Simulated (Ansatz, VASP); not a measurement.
One calculation of KBr, two programs

```
K Br
1.0
     0.00000    3.29250    3.29250
     3.29250    0.00000    3.29250
     3.29250    3.29250    0.00000
K Br
1 1
Direct
  0.00000 0.00000 0.00000
  0.50000 0.50000 0.50000
```

Alike in both runs: task single point; functional PBE; k mesh 7 × 7 × 7; occupations fermi-dirac, width 0.01 eV; no spin polarisation.

|  | VASP | Ansatz |
| --- | --- | --- |
| version | VASP 6.6.1 | Ansatz 0.2.0 |
| potentials or method | VASP PAW PBE potentials, release 64 (K_sv, Br), cutoff 520 eV | all-electron LAPW, scalar-relativistic |

```tsv
	VASP	Ansatz	Ansatz less VASP
gap on the k mesh at the Fermi level (eV)	4.45	4.45	0.000
pressure (GPa)	0.9	0.9	-0.01
```

Ansatz ran all-electron here, so the differences hold the error of VASP's frozen core and of both bases.
